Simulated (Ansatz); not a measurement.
# AgCl (Chlorargyrite) under changes of volume

One of the cells (20.458 Å³/atom); the others are scaled copies at fixed shape and fractional positions:

```
Ag Cl
1.0
     0.00000    2.73500    2.73500
     2.73500    0.00000    2.73500
     2.73500    2.73500    0.00000
Ag Cl
1 1
Cartesian
  0.0000 0.0000 0.0000
  2.7350 2.7350 2.7350
```

* Program: Ansatz 0.2.0
* Functional: PBE0
* Potentials or basis: Ansatz PAW
* Cutoff: 420 eV (not typed: the program's choice for these potentials)
* k mesh: 6 × 6 × 6
* Occupations: fermi-dirac, width 0.05 eV
* Spin: no spin polarisation

```csv
volume (Å³/atom),energy over the lowest point (meV/atom),pressure (GPa),gap on the mesh (eV)
19.231,58.00,8.0,3.09
19.640,39.79,6.3,3.09
20.049,25.54,4.9,3.09
20.458,14.82,3.6,3.09
20.868,?,?,?
21.277,2.38,1.4,3.10
21.686,0.00,0.5,3.11
```

Task: What does the run at 20.868 Å³/atom give?

Result: Energy over the lowest point 7.21 meV/atom; pressure 2.4 GPa; gap on the mesh 3.10 eV.

Worked out: A Birch-Murnaghan fit of order 3 (a polynomial in V^(-2/3)) to the other rows has its minimum at 21.93 Å³/atom, just outside them, with B0 = V·E''(V) = 42 GPa and B' = 5.5. It gives 7.21 meV/atom at 20.868 Å³/atom, against the run's 7.21, and -dE/dV = 2.4 GPa, against 2.4. A straight line through the other rows of the gap, of slope 0.157 eV per unit of ln V, gives 3.10 eV, against the run's 3.10.

Energies are extrapolated to zero smearing.

Caveats: the PAW data sets come from PBE, with cores solved anew for the run's functional, which leaves a small shift of forces and pressure; the thresholds are loose for stress.

A mesh can miss the band edges. Spin-orbit coupling on Ag is left out.
